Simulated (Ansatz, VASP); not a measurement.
Two plane-wave programs on SnTe

```
CELL_PARAMETERS angstrom
0.00000 3.22093 3.22093
3.22093 0.00000 3.22093
3.22093 3.22093 0.00000
ATOMIC_POSITIONS crystal
Sn 0.00000 0.00000 0.00000
Te 0.50000 0.50000 0.50000
```

Alike in both runs: task single point; functional r2SCAN; k mesh 6 × 6 × 6; occupations fermi-dirac, width 0.02 eV; no spin polarisation.

|  | VASP | Ansatz |
| --- | --- | --- |
| version | VASP 6.6.1 | Ansatz 0.2.0 |
| potentials or method | VASP PAW PBE potentials, release 64 (Sn_d, Te) | plane waves, PAW |
| plane-wave cutoff (eV) | 520 | 500 |
| valence electrons in the cell | 20 | 30 |

VASP gave:

| Property | Result |
| --- | --- |
| pressure (GPa) | -1.3 |

**Question.** Estimate Ansatz's values.

**Answer.** Pressure (GPa): -1.2.

The two sets of potentials don't hold the same shells in valence.

Caveats: the PAW data sets were made with another functional, which shifts forces and pressure a little (VASP).
